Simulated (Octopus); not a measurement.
Crystal: CdSe.

```
CELL_PARAMETERS angstrom
0.00000 3.07027 3.07027
3.07027 0.00000 3.07027
3.07027 3.07027 0.00000
ATOMIC_POSITIONS crystal
Cd 0.00000 0.00000 0.00000
Se 0.25000 0.25000 0.25000
```

Measurements of this composition are mostly on another form, of space group No. 186.

Base run:

| Quantity | Value |
| --- | --- |
| Program | Octopus 16.4 |
| Functional | PBE |
| Potentials or basis | pseudodojo_pbe (PseudoDojo 0.5, PBE) |
| Grid spacing | 0.121 Å |
| k mesh | 8 × 8 × 8 |
| Occupations | fermi-dirac, width 0.05 eV |
| Spin | no spin polarisation |

Its results: band gap on the k mesh 0.55 eV, direct.

The run is repeated on the same cell with these changes: functional from PBE to PBEsol; potentials or basis from pseudodojo_pbe (PseudoDojo 0.5, PBE) to pseudodojo_pbesol (PseudoDojo 0.4, PBEsol). What comes out?

Band gap on the k mesh 0.42 eV, direct.

A k mesh can miss the band edges.

Not every run made on this cell is shown here.
